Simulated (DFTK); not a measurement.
V:

```
V
1.0
    -1.51435    1.51435    1.51435
     1.51435   -1.51435    1.51435
     1.51435    1.51435   -1.51435
V
1
Direct
  0.00000 0.00000 0.00000
```

Base run:

```yaml
Program: DFTK 0.8.2
Functional: PBE
Potentials_or_basis: dojo.nc.sr.pbe.v0_4_1.standard.upf (PBE)
Cutoff: 1143 eV
k_mesh: 12 × 12 × 12
Occupations: fermi-dirac, width 0.05 eV
Spin: collinear spin, ferromagnetic start
Starting_moments: "[2.0] μB"
```

Its results: band gap on the k mesh none (metal or under the smearing width); pressure -5.3 GPa; net moment 0.00 μB per cell.

Problem. The run is repeated on the same cell with these changes: functional from PBE to PBEsol; potentials or basis from dojo.nc.sr.pbe.v0_4_1.standard.upf (PBE) to dojo.nc.sr.pbesol.v0_4_1.standard.upf (PBEsol). What comes out?

Solution. Band gap on the k mesh none (metal or under the smearing width); pressure -12.0 GPa; net moment 0.00 μB per cell.

Not every run made on this cell is shown here.
